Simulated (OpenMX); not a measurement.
## SiO2 under changes of volume

One of the cells (17.411 Å³/atom); the others are scaled copies at fixed shape and fractional positions:

```xyz
12
Lattice="-4.4720 4.4720 2.6118 4.4720 -4.4720 2.6118 4.4720 4.4720 -2.6118" Properties=species:S:1:pos:R:3 pbc="T T T"
Si    2.8899    2.8899    2.6118
Si    2.8899   -2.8899    2.6118
Si   -2.8899    2.8899    2.6118
Si    1.5821    1.5821    0.0000
O     7.0788    0.0000    0.0000
O     0.0000    1.8653    0.0000
O     0.0000    7.0788    0.0000
O     1.8653    0.0000    0.0000
O     2.2360    2.2360   -1.3059
O    -2.2360    2.2360    1.3059
O     2.2360   -2.2360    1.3059
O     2.2360    2.2360    1.3059
```

The cell comes from a database or a generator and needn't be the stable form of this composition.

| Property | Result |
| --- | --- |
| Program | OpenMX 3.8.5 |
| Functional | LDA |
| Potentials or basis | OpenMX 2013 LDA set, Si7.0-s2p2d1, O6.0-s2p2d1, fixed grid of 54 × 54 × 75 points |
| k mesh | 7 × 7 × 7 |
| Occupations | fermi-dirac, width 0.05 eV |
| Spin | no spin polarisation |

```tsv
volume (Å³/atom)	energy over the lowest point (meV/atom)	gap on the mesh (eV)	largest force (eV/Å)
16.366	46.90	6.49	0.734
16.715	23.96	6.42	0.581
17.063	?	?	?
17.411	1.21	6.22	0.312
17.759	0.00	6.09	0.222
18.108	4.74	5.95	0.231
18.456	14.90	5.78	0.240
```

Q: What does the run at 17.063 Å³/atom give?

A: Energy over the lowest point 8.98 meV/atom; gap on the mesh 6.33 eV; largest force 0.444 eV/Å.

Worked out: A Birch-Murnaghan fit of order 3 (a polynomial in V^(-2/3)) to the other rows has its minimum at 17.65 Å³/atom with B0 = V·E''(V) = 143 GPa and B' = 3.8 at fixed shape and positions, which overstates the stiffness. It gives 8.99 meV/atom at 17.063 Å³/atom, against the run's 8.98. A parabola through the other rows of the gap, of slope -4.91 eV per unit of ln V (its deformation potential) there, gives 6.33 eV, against the run's 6.33.

Energies are extrapolated to zero smearing.

Caveats: an odd mesh through Γ misses points on the zone boundary, where band edges often lie; the basis of atomic orbitals isn't converged, which shifts pressures, moduli and gaps.
